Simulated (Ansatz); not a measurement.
# B: field gradients at two levels of theory

Cell: a COD entry whose atoms were relaxed with PBE, the cell held.

```cif
data_B
_symmetry_space_group_name_H-M 'R-3m:H'
_symmetry_Int_Tables_number 166
_cell_length_a 4.9179
_cell_length_b 4.9179
_cell_length_c 12.5805
_cell_angle_alpha 90.000
_cell_angle_beta 90.000
_cell_angle_gamma 120.000
loop_
_atom_site_label
_atom_site_type_symbol
_atom_site_symmetry_multiplicity
_atom_site_Wyckoff_symbol
_atom_site_fract_x
_atom_site_fract_y
_atom_site_fract_z
B1 B 18 h 0.7852 0.2148 0.2248
B7 B 18 h 0.8631 0.1369 0.3575
```

One atom of each set is listed; the run and its k-mesh use a cell of 12 atoms with edges of 5.06, 5.06, 5.06 Å.

First run. Level of theory: DFT, PBE, plane waves and PAW, scalar-relativistic, 420 eV cutoff, Γ-centred 8×8×8 k-points, Fermi–Dirac smearing 0.05 eV (Ansatz 0.2.0).

```csv
site,V_zz (10²¹ V/m²),η
B1,-1.44,0.21
B7,0.84,0.43
```

Second run. The same atoms and settings, except that the functional is LDA.

(1) What does the second run give?

Answers

(1) 

```tsv
site	V_zz	η	change of V_zz
B1	-1.48	0.21	-0.04
B7	0.83	0.41	-0.01
```

The largest change of V_zz is on B1, from -1.44 to -1.48. In per cent, |V_zz| changes by 0 to +2 on B (all sites that start above 0.5).

For the second run: At this cell the LDA pressure is -10 GPa, so with LDA the cell would shrink if it were relaxed.
